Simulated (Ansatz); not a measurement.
# Dielectric response of BN (110) films

How well do thin zincblende BN (110) films screen a perpendicular field?

Main program and level: Ansatz 0.2.0; plane-wave DFT, PBEsol, Ansatz PAW (set soft_1); PAW set soft_1, in the first sound run; inputs show where later runs differ.

## Step 1: The starting structure

The cell holds 10 atoms: 5 B and 5 N. Its edges and angles: a = 2.556 Å, b = 3.615 Å, c = 23.112 Å, α = 90.0°, β = 90.0°, γ = 90.0°. It derives from BN (zincblende BN). Vacuum lies along c.

Coordinates:

```cif
data_structure
_symmetry_space_group_name_H-M 'P 1'
_symmetry_Int_Tables_number 1
_cell_length_a 2.5562
_cell_length_b 3.6150
_cell_length_c 23.1124
_cell_angle_alpha 90.000
_cell_angle_beta 90.000
_cell_angle_gamma 90.000
_cell_volume 213.57
loop_
_atom_site_label
_atom_site_type_symbol
_atom_site_fract_x
_atom_site_fract_y
_atom_site_fract_z
_atom_site_occupancy
B1 B 0.50000 0.50000 0.38940 1
N2 N 0.00000 0.75000 0.38940 1
B3 B 0.00000 0.00000 0.44470 1
N4 N 0.50000 0.25000 0.44470 1
B5 B 0.50000 0.50000 0.50000 1
N6 N 0.00000 0.75000 0.50000 1
B7 B 0.00000 0.00000 0.55530 1
N8 N 0.50000 0.25000 0.55530 1
B9 B 0.50000 0.50000 0.61060 1
N10 N 0.00000 0.75000 0.61060 1
```

## Step 2: Relaxation, 10 atoms, units 5

The structure is relaxed first, because levels and dipoles at a surface follow the positions of the outer atoms.

File input.yaml:

```yaml
crystal:
  lattice:
    - [2.55619101, 0.0, 0.0]
    - [0.0, 3.615, 0.0]
    - [0.0, 0.0, 23.112382028]
  atoms:
    - { symbol: B, position: [0.5, 0.5, 0.3894016631] }
    - { symbol: "N", position: [0.0, 0.75, 0.3894016631] }
    - { symbol: B, position: [0.0, 0.0, 0.4447008316] }
    - { symbol: "N", position: [0.5, 0.25, 0.4447008316] }
    - { symbol: B, position: [0.5, 0.5, 0.5] }
    - { symbol: "N", position: [0.0, 0.75, 0.5] }
    - { symbol: B, position: [0.0, 0.0, 0.5552991684] }
    - { symbol: "N", position: [0.5, 0.25, 0.5552991684] }
    - { symbol: B, position: [0.5, 0.5, 0.6105983369] }
    - { symbol: "N", position: [0.0, 0.75, 0.6105983369] }
kpoints:
  mp_grid: { grid: [10, 8, 1] }
hamiltonian:
  xc: pbesol
  pseudopotentials: { kind: paw, azcp: { folder: soft_1 }, xc_functional: pbe }
scf:
  occupations: { method: fixed }
  convergence: { dr2_threshold: 1.0e-09 }
efield:
  axis: 3
  dipole_correction: true
  ramp_position: 0.97
  ramp_width: 0.06
relax:
  f_tol: 0.003
  max_steps: 100
output:
  write_potential: true
  write_density: true
  volumetric_format: npy
```

Command:

```
$ ansatz run input.yaml --threads 4 --pin off --max-ram 8192MiB --backend cpu --events-out ev --progress --plain --runs-dir out
```

Numbers of over 12 decimals in the logs are rounded to 6 here.

Log:

```text
Engine: ansatz 0.2.0, aarch64-unknown-linux-gnu
Pseudopotentials: kind: paw
Pseudopotential: B, paw, valence charge 3, recommended cutoff 420 eV (normal), soft_1/B.paw.azcp
Pseudopotential: N, paw, valence charge 5, recommended cutoff 420 eV (normal), soft_1/N.paw.azcp
Functional definition: PBEsol
  exchange = pbesol_x
  correlation = pbesol_c
Crystal: 10 atoms, lattice volume = 213.573 Å³
Basis set: ecut = 420 eV, 4189 PW (Γ), exchange–correlation on 36×50×320 points (8 copies of the dense FFT grid, shifted against one another)
Bands: 30, of which v1, the nominal top of the filled ones, is band 20 counted from 1 (19 counted from 0)
Symmetry: 2 space group operations
k-points: 30 of 80 (time reversal used)
Non-local potential: B, projectors of the file, l = 0: 2, l = 1: 2, l = 2: 1
Non-local potential: N, projectors of the file, l = 0: 2, l = 1: 2, l = 2: 1
PAW form: soft (Blöchl's): semilocal exchange-correlation on the pseudo side does not see the compensation charge
PAW frozen core: B, regenerated for the run's functional, and the local potential with it (the file was generated under x = pbe(κ = 0.804, μ = 0.219515), c = pbe(β = 0.066725))
PAW frozen core: N, regenerated for the run's functional, and the local potential with it (the file was generated under x = pbe(κ = 0.804, μ = 0.219515), c = pbe(β = 0.066725))
PAW one-centre angular grid: B, 110 points (default); XC on 64 Gauss nodes
PAW one-centre angular grid: N, 110 points (default); XC on 64 Gauss nodes
Initial density: superposition of atomic densities (neutral atoms: chi_scale 0, normalization atom)
Initial wavefunctions: pseudopotential atomic-orbital guess
Functional: x = pbesol(κ = 0.804, μ = 0.123457), c = pbesol(β = 0.046)
SCF iter   1: F=—  HF=-2669.931901 eV  |F-HF|=—  |Δ(HF+E_count)|=         —  Δρ=9.50e-2  dr2=2.10e1  ethr=3.10e-3  p=0.000 e·Å  D=2.79e-14 V/Å  ΔV_dip=-0.00 eV  dr2_dipole=6.15e-9  V_vac-E_F(+/−)=10.59/10.59 eV  ⟨swp⟩=5.1  Hψ=4343  notcnv=0  defer=240
efield: sawtooth ramp at fractional position 0.9700 (set: `efield.ramp_position`, or a place that a band, a saddle search or an elastic batch's reference lends), width 0.0600; the density the first Hamiltonian is built on has a dipole p = 0.000 e·Å; the dipole correction subtracts the counter field D = 2.79e-14 V/Å, which shifts the + side's vacuum level by -0.00 eV against the − side's; the planar-averaged density in the ramp window peaks in size at 1.7e-6 e/Å³
preconditioner: auto → Resta (q_TF=auto, 2.064 Å⁻¹)  ε∞=1.9  [insulator: Δε(μ)=4.516 eV  Ē_g=16.749 eV  n_scr=32 (ndim 8)  ℏωp=16.1 eV  f_vac=0.622  ε∞_Penn≈1.9  vacuum switching on, ρ_ref=2.0e-2 e/Å³]
SCF iter   2: F=—  HF=-2663.952620 eV  |F-HF|=—  |Δ(HF+E_count)|=    5.98e0  Δρ=3.98e-2  dr2=2.01e0  ethr=3.10e-3  p=-0.000 e·Å  D=-3.70e-5 V/Å  ΔV_dip=0.00 eV  dr2_dipole=6.26e-9  V_vac-E_F(+/−)=5.91/5.91 eV  ⟨swp⟩=3.6  Hψ=2409  notcnv=0  defer=240  κ⁻¹=1.0e0(r=1)
SCF iter   3: F=—  HF=-2663.518718 eV  |F-HF|=—  |Δ(HF+E_count)|=   4.34e-1  Δρ=1.74e-2  dr2=4.25e-1  ethr=3.10e-3  p=-0.000 e·Å  D=-1.01e-5 V/Å  ΔV_dip=0.00 eV  dr2_dipole=1.25e-11  V_vac-E_F(+/−)=6.36/6.36 eV  ⟨swp⟩=2.0  Hψ=1378  notcnv=0  defer=240
density mixer auto → msr1: gapped (density of states about μ 0.17 of a free-electron gas's, 32 screened modes)
SCF iter   4: F=—  HF=-2663.427197 eV  |F-HF|=—  |Δ(HF+E_count)|=   9.15e-2  Δρ=3.44e-3  dr2=2.22e-2  ethr=1.06e-3  p=-0.000 e·Å  D=-8.94e-6 V/Å  ΔV_dip=0.00 eV  dr2_dipole=7.16e-10  V_vac-E_F(+/−)=5.64/5.64 eV  ⟨swp⟩=3.0  Hψ=1671  notcnv=0  defer=240
SCF iter   5: F=—  HF=-2663.423561 eV  |F-HF|=—  |Δ(HF+E_count)|=   3.64e-3  Δρ=1.08e-3  dr2=1.33e-3  ethr=5.56e-5  p=-0.000 e·Å  D=-1.14e-6 V/Å  ΔV_dip=0.00 eV  dr2_dipole=2.26e-12  V_vac-E_F(+/−)=5.74/5.74 eV  ⟨swp⟩=2.2  Hψ=1464  notcnv=0  defer=240
SCF iter   6: F=—  HF=-2663.424045 eV  |F-HF|=—  |Δ(HF+E_count)|=   4.84e-4  Δρ=2.88e-4  dr2=2.98e-4  ethr=3.34e-6  p=-0.000 e·Å  D=-1.99e-6 V/Å  ΔV_dip=0.00 eV  dr2_dipole=6.07e-11  V_vac-E_F(+/−)=5.76/5.76 eV  ⟨swp⟩=2.1  Hψ=1464  notcnv=0  defer=240
SCF iter   7: F=—  HF=-2663.424027 eV  |F-HF|=—  |Δ(HF+E_count)|=   1.78e-5  Δρ=1.16e-4  dr2=1.68e-5  ethr=7.46e-7  p=0.000 e·Å  D=3.06e-7 V/Å  ΔV_dip=-0.00 eV  dr2_dipole=1.94e-12  V_vac-E_F(+/−)=5.75/5.76 eV  ⟨swp⟩=2.3  Hψ=1242  notcnv=0  defer=240
SCF iter   8: F=—  HF=-2663.424040 eV  |F-HF|=—  |Δ(HF+E_count)|=   1.33e-5  Δρ=2.39e-5  dr2=7.47e-7  ethr=4.19e-8  p=-0.000 e·Å  D=-2.28e-7 V/Å  ΔV_dip=0.00 eV  dr2_dipole=1.01e-12  V_vac-E_F(+/−)=5.75/5.75 eV  ⟨swp⟩=2.5  Hψ=1596  notcnv=0  defer=238
SCF iter   9: F=—  HF=-2663.423948 eV  |F-HF|=—  |Δ(HF+E_count)|=   9.18e-5  Δρ=7.89e-6  dr2=1.14e-7  ethr=1.87e-9  p=0.000 e·Å  D=3.00e-7 V/Å  ΔV_dip=-0.00 eV  dr2_dipole=2.21e-12  V_vac-E_F(+/−)=5.75/5.75 eV  ⟨swp⟩=2.2  Hψ=1551  notcnv=0  defer=231
SCF iter  10: F=—  HF=-2663.423948 eV  |F-HF|=—  |Δ(HF+E_count)|=   3.43e-9  Δρ=2.79e-6  dr2=1.14e-8  ethr=2.86e-10  p=-0.000 e·Å  D=-2.27e-7 V/Å  ΔV_dip=0.00 eV  dr2_dipole=8.76e-13  V_vac-E_F(+/−)=5.75/5.75 eV  ⟨swp⟩=2.2  Hψ=1464  notcnv=0  defer=231
SCF iter  11: F=-2663.423948 eV  HF=-2663.423948 eV  |F-HF|=2.42e-10  |Δ(HF+E_count)|=   4.00e-9  Δρ=6.54e-7  dr2=7.93e-10  ethr=2.50e-12  p=0.000 e·Å  D=1.66e-7 V/Å  ΔV_dip=-0.00 eV  dr2_dipole=5.81e-13  V_vac-E_F(+/−)=5.75/5.75 eV  ⟨swp⟩=7.6  Hψ=6143  notcnv=0
SCF 1 converged in 11 iterations: F = -2663.423948 eV  dr2 = 7.93e-10
  greatest PAW one-centre occupation: 0.788 electrons in one spin orbital (limit 2), on the N atom at site 3 (counted from 0), in its partial waves of l = 0
relax step   1: F+E_penalty+E_count = -2663.42394830 eV  Δ(F+E_penalty+E_count) = +0.000e0 eV  max|allowed force component| = 4.940e0 eV/Å  Δτ_max = 0.0000 Å  (11 SCF iters, accepted)
Initial density: handed on by an earlier stage of this run
Initial wavefunctions: those handed on with the density
iter 1 solved again at ethr=5.77e-4 eV; its pass at ethr=3.10e-3 eV (dr2=2.31e-1 eV) is discarded
SCF iter   1: F=—  HF=-2665.119167 eV  |F-HF|=—  |Δ(HF+E_count)|=         —  Δρ=1.28e-2  dr2=2.30e-1  ethr=5.77e-4  p=0.000 e·Å  D=1.66e-7 V/Å  ΔV_dip=-0.00 eV  dr2_dipole=1.71e-11  V_vac-E_F(+/−)=6.32/6.32 eV  ⟨swp⟩=1.0  Hψ=4486  notcnv=0  defer=239
[...]
SCF 3 converged in 10 iterations: F = -2665.534676 eV  dr2 = 1.28e-10
  greatest PAW one-centre occupation: 0.793 electrons in one spin orbital (limit 2), on the N atom at site 9 (counted from 0), in its partial waves of l = 0
relax step   3: F+E_penalty+E_count = -2665.53467617 eV  Δ(F+E_penalty+E_count) = -3.955e-1 eV  max|allowed force component| = 4.730e-1 eV/Å  Δτ_max = 0.0927 Å  (10 SCF iters, accepted)
[...]
relax step   4: F+E_penalty+E_count = -2665.55132917 eV  Δ(F+E_penalty+E_count) = -1.665e-2 eV  max|allowed force component| = 1.364e-1 eV/Å  Δτ_max = 0.0126 Å  (8 SCF iters, accepted)
[...]
relax step   5: F+E_penalty+E_count = -2665.55321901 eV  Δ(F+E_penalty+E_count) = -1.890e-3 eV  max|allowed force component| = 5.311e-2 eV/Å  Δτ_max = 0.0081 Å  (8 SCF iters, accepted)
[...]
relax step   6: F+E_penalty+E_count = -2665.55338418 eV  Δ(F+E_penalty+E_count) = -1.652e-4 eV  max|allowed force component| = 1.505e-2 eV/Å  Δτ_max = 0.0029 Å  (7 SCF iters, accepted)
SCF iter   1: F=—  HF=-2665.553520 eV  |F-HF|=—  |Δ(HF+E_count)|=         —  Δρ=1.39e-4  dr2=5.11e-5  ethr=1.23e-6  p=-0.000 e·Å  D=-5.09e-8 V/Å  ΔV_dip=0.00 eV  dr2_dipole=6.00e-15  V_vac-E_F(+/−)=6.55/6.55 eV  ⟨swp⟩=2.4  Hψ=1943  notcnv=0  defer=240
efield: sawtooth ramp at fractional position 0.9700 (set: `efield.ramp_position`, or a place that a band, a saddle search or an elastic batch's reference lends), width 0.0600; the density the first Hamiltonian is built on has a dipole p = -0.000 e·Å; the dipole correction subtracts the counter field D = -5.09e-8 V/Å, which shifts the + side's vacuum level by +0.00 eV against the − side's; the planar-averaged density in the ramp window peaks in size at 4.1e-6 e/Å³
preconditioner: auto → Resta (q_TF=auto, 2.064 Å⁻¹)  ε∞=2.0  [insulator: Δε(μ)=2.116 eV  Ē_g=15.763 eV  n_scr=32 (ndim 8)  ℏωp=16.1 eV  f_vac=0.651  ε∞_Penn≈2.0  vacuum switching on, ρ_ref=1.8e-2 e/Å³]
SCF iter   2: F=—  HF=-2665.553507 eV  |F-HF|=—  |Δ(HF+E_count)|=   1.23e-5  Δρ=4.65e-5  dr2=2.98e-6  ethr=1.28e-7  p=-0.000 e·Å  D=-2.95e-8 V/Å  ΔV_dip=0.00 eV  dr2_dipole=1.43e-16  V_vac-E_F(+/−)=6.55/6.55 eV  ⟨swp⟩=2.3  Hψ=1618  notcnv=0  defer=179  κ⁻¹=1.0e0(r=1)
density mixer auto → broyden: gapped, where msr1 would fit the directions that read negative (density of states about μ 0.03 of a free-electron gas's, 32 screened modes)
SCF iter   3: F=—  HF=-2665.553410 eV  |F-HF|=—  |Δ(HF+E_count)|=   9.69e-5  Δρ=2.51e-5  dr2=6.04e-7  ethr=7.44e-9  p=-0.000 e·Å  D=-2.44e-8 V/Å  ΔV_dip=0.00 eV  dr2_dipole=1.13e-15  V_vac-E_F(+/−)=6.55/6.55 eV  ⟨swp⟩=2.2  Hψ=1366  notcnv=0  defer=175  κ⁻¹=2.8e-2(r=2)
SCF iter   4: F=—  HF=-2665.553410 eV  |F-HF|=—  |Δ(HF+E_count)|=   2.44e-9  Δρ=7.63e-6  dr2=7.00e-8  ethr=1.51e-9  p=-0.000 e·Å  D=-7.72e-9 V/Å  ΔV_dip=0.00 eV  dr2_dipole=6.05e-17  V_vac-E_F(+/−)=6.55/6.55 eV  ⟨swp⟩=2.4  Hψ=1321  notcnv=0  defer=175  κ⁻¹=5.1e-3(r=3)
SCF iter   5: F=—  HF=-2665.553410 eV  |F-HF|=—  |Δ(HF+E_count)|=   5.96e-9  Δρ=2.25e-6  dr2=5.73e-9  ethr=1.75e-10  p=-0.000 e·Å  D=-7.82e-9 V/Å  ΔV_dip=0.00 eV  dr2_dipole=7.10e-16  V_vac-E_F(+/−)=6.55/6.55 eV  ⟨swp⟩=2.6  Hψ=1430  notcnv=0  defer=175  κ⁻¹=2.4e-4(r=4)
SCF iter   6: F=-2665.553410 eV  HF=-2665.553410 eV  |F-HF|=2.25e-10  |Δ(HF+E_count)|=   1.63e-9  Δρ=4.60e-7  dr2=2.43e-10  ethr=2.50e-12  p=-0.000 e·Å  D=-2.04e-8 V/Å  ΔV_dip=0.00 eV  dr2_dipole=5.11e-14  V_vac-E_F(+/−)=6.55/6.55 eV  ⟨swp⟩=9.3  Hψ=5667  notcnv=0
SCF 7 converged in 6 iterations: F = -2665.553410 eV  dr2 = 2.43e-10
relax step   7: F+E_penalty+E_count = -2665.55341039 eV  Δ(F+E_penalty+E_count) = -2.621e-5 eV  max|allowed force component| = 9.002e-4 eV/Å  Δτ_max = 0.0009 Å  (6 SCF iters, accepted)
NSCF: frozen V_eff on 30 k-points
the band table was solved once a step of the walk had ended and its energy, with any forces and stress, was formed, with the checks that follow a solve (8074 applications of the Hamiltonian). They found nothing against the state; the energy, forces and stress were not computed again (output.eigenvalues in the input reference)
WARN: The output density's exchange-correlation potential varies sharply where the density is thin. Do not read a vacuum level from v_tot or v_xc, or from such a field of the output density. On a cell that repeats whose density bears no net charge and no dipole along the vacuum's axis use v_es (v_loc + v_h of the components); under efield.dipole_correction with no amplitude use v_es + v_field, which holds any externa [...]
SCF converged after 6 iterations
Stability not checked: this state was not tested for a lower state beside it, because the mixer in use, unlike msr1, does not test its closes by its own steps (another_mixer; see scf.mixing.algorithm and scf.lower_state_search)
Free energy (F): -2665.553410 eV
Harris-Foulkes:  -2665.553410 eV  (|F-HF|=2.25e-10)
Internal energy: -2665.553410 eV  (E = F + TS)
E sigma→0 (E₀):  -2665.553410 eV
Fermi energy:    -1.601578 eV
Dipole field:    D = 0.000000 V/Å  (p = 0.000000 e·Å, saw-weighted, corrected)
Work function:   Φ+ = 6.5510 eV   Φ− = 6.5510 eV
Levels:          The Fermi level and band energies are counted from a zero that moves with the ramp; work functions are not
--- Per-component energies (eV) ---
  E_band       = -377.724746
  E_kinetic    = 906.464298
  E_local      = -32945.511858  (includes V_loc(G=0)·N_el)
  E_nonlocal   = 214.253001
  E_hartree    = 16066.551725
  E_xc         = -458.588375
  E_vxc        = -568.765208  (∫ρ·V_xc dr)
  E_paw        = -993.707179  (= ΣΔE_a)
  E_vpaw       = -117.272843  (= ΣTr[D̂ρ^β])
  E_aug_tail   = 0.004605  (compensation charges beyond the density's cutoff)
  E_efield     = 0.000000  (sawtooth field / dipole correction)
  E_vefield    = 0.000000  (∫n·V_field dr)
  E_ewald      = 14544.766325
  E_core_change = 0.214049  (= ΣΔE_core)
  E_smearing   = -0.000000  (= −TS)
  E_closure    = -0.000000  (closes the sum)
  Σ components = -2665.553410   (vs F -2665.553410, Δ=0.00e0)
--- Forces (eV/Å), atoms counted from 1 ---
  atom   1  B      0.00000000     0.00031148    -0.00043427
  atom   2  N      0.00000000    -0.00075822    -0.00012652
  atom   3  B      0.00000000     0.00055417     0.00089987
  atom   4  N      0.00000000     0.00015933     0.00025982
  atom   5  B      0.00000000    -0.00076375    -0.00000017
  atom   6  N      0.00000000     0.00023507     0.00000031
  atom   7  B      0.00000000     0.00055421    -0.00090023
  atom   8  N      0.00000000     0.00015942    -0.00025951
  atom   9  B      0.00000000     0.00031140     0.00043404
  atom  10  N      0.00000000    -0.00075829     0.00012660
  max |Σ_I F_I| component: 4.82e-6 eV/Å
--- Band table (eV; the first three rows and the last of 30) ---
  k-point 0: bands = [... 16 lower, -3.2900, -2.4765, -2.2232, -1.7409, 2.6719, 3.8012, 3.9385, 4.7153, ... 6 higher]
  k-point 1: bands = [... 16 lower, -3.4127, -2.7238, -1.9942, -1.9811, 2.7318, 3.7991, 3.9408, 4.8633, ... 6 higher]
  k-point 2: bands = [... 16 lower, -3.7488, -3.3475, -2.4223, -1.7327, 2.7875, 3.5591, 4.3456, 5.3331, ... 6 higher]
  k-point 29: bands = [... 16 lower, -4.9709, -4.5633, -2.1964, -1.6016, 1.9439, 2.5807, 6.7527, 8.0761, ... 6 higher]
--- Relaxed structure (7 steps of the walk, 7 accepted, 0 SCFs on fresh bases) ---
  F+E_penalty+E_count = -2665.55341039 eV   max|allowed force component| = 9.002e-4 eV/Å
  atoms:
    - { symbol: B, position: [0.5, 0.544550, 0.399152] }
    - { symbol: N, position: [0.0, 0.727857, 0.389856] }
    - { symbol: B, position: [0.0, -0.00554725, 0.442739] }
    - { symbol: N, position: [0.5, 0.237660, 0.443687] }
    - { symbol: B, position: [0.5, 0.495892, 0.500000] }
    - { symbol: N, position: [0.0, 0.745069, 0.500000] }
    - { symbol: B, position: [0.0, -0.00554724, 0.557261] }
    - { symbol: N, position: [0.5, 0.237660, 0.556313] }
    - { symbol: B, position: [0.5, 0.544550, 0.600848] }
    - { symbol: N, position: [0.0, 0.727857, 0.610144] }
```

Wall time 31 s (4 threads of Arm Neoverse V1, shared host); peak memory 0.53 GiB.

Step by step:

```
step  energy less that of the first step (eV)  largest force component (eV/Å)
   1                                   0.0000                          4.9396
   2                                  -1.7152                          2.5293
   3                                  -2.1107                          0.4730
   4                                  -2.1274                          0.1364
   5                                  -2.1293                          0.0531
   6                                  -2.1294                          0.0151
   7                                  -2.1295                          0.0009
```

The run keeps the 2 symmetry operations that it works with, so distortions that break them were not tested.

The atoms that moved most (Å):

```csv
atom,dx,dy,dz,length
B9,0.000,0.161,-0.225,0.277
B1,0.000,0.161,0.225,0.277
N2,0.000,-0.080,0.011,0.081
N10,0.000,-0.080,-0.011,0.081
N4,0.000,-0.045,-0.023,0.050
N8,0.000,-0.045,0.023,0.050
B7,0.000,-0.020,0.045,0.050
B3,0.000,-0.020,-0.045,0.050
```

Final coordinates:

```xyz
10
Lattice="2.5562 0.0000 0.0000 0.0000 3.6150 0.0000 0.0000 0.0000 23.1124" Properties=species:S:1:pos:R:3
B     1.2781    1.9685    9.2253
N     0.0000    2.6312    9.0105
B     0.0000   -0.0201   10.2328
N     1.2781    0.8591   10.2547
B     1.2781    1.7927   11.5562
N     0.0000    2.6934   11.5562
B     0.0000   -0.0201   12.8796
N     1.2781    0.8591   12.8577
B     1.2781    1.9685   13.8870
N     0.0000    2.6312   14.1019
```

This step gave:

| Property | Result |
| --- | --- |
| gap on the k-mesh | 2.116 eV |
| dipole along the normal | 3.23e-7 e·Å |
| ionisation energy, upper face | 6.551 eV |
| electron affinity, upper face | 4.435 eV |

Running mean over 1.278 Å of the planar mean; the ramp of the sawtooth is left out. Electron's electrostatic potential energy less the highest filled level against z:

z (Å), electron's electrostatic potential energy less the highest filled level (eV) and a bar from the least value:
```
      3.5        6.6 ##############################
      4.0        6.6 ##############################
      4.5        6.6 ##############################
      5.0        6.6 ##############################
      5.5        6.6 ##############################
      6.0        6.5 ##############################
      6.5        6.5 ##############################
      7.0        6.5 ##############################
      7.5        6.1 #############################
      8.0        4.3 ##########################
      8.5       -1.2 ################
      9.0       -6.6 ######
      9.5       -9.5 #
     10.0      -10.0 
     10.5       -8.8 ##
     11.0       -8.4 ###
     11.5       -8.5 ###
     12.0       -8.4 ###
     12.5       -8.6 ##
     13.0       -9.8 
     13.5       -9.8 
     14.0       -7.5 ####
     14.5       -2.6 #############
     15.0        3.4 ########################
     15.5        6.0 #############################
     16.0        6.4 ##############################
     16.5        6.5 ##############################
     17.0        6.5 ##############################
     17.5        6.5 ##############################
     18.0        6.6 ##############################
     18.5        6.6 ##############################
     19.0        6.6 ##############################
     19.5        6.6 ##############################
     20.0        6.6 ##############################
```

The relaxation took 7 steps and lowered the energy by 2.1 eV; the largest force on the free atoms ends at 9.0e-4 eV/Å.

The gap is 2.12 eV, with the valence edge 6.55 eV and the conduction edge 4.44 eV under the upper vacuum level.

[end of part 1 of 5]

[Logs are printed without paths, hosts, clocks, repeated set-up lines and the standing remarks that a program may print on its own settings, such as how far it seeks lower states.]

[Hosts, paths, dates, database ids (printed as entryN), source tags and the programs' standing remarks are cut or masked in the printed files.]

[Maps of the electrostatic potential energy from Ansatz leave out the sawtooth potential of an applied field or a dipole correction, so their vacuum need not be flat; planar profiles and work functions include it.]
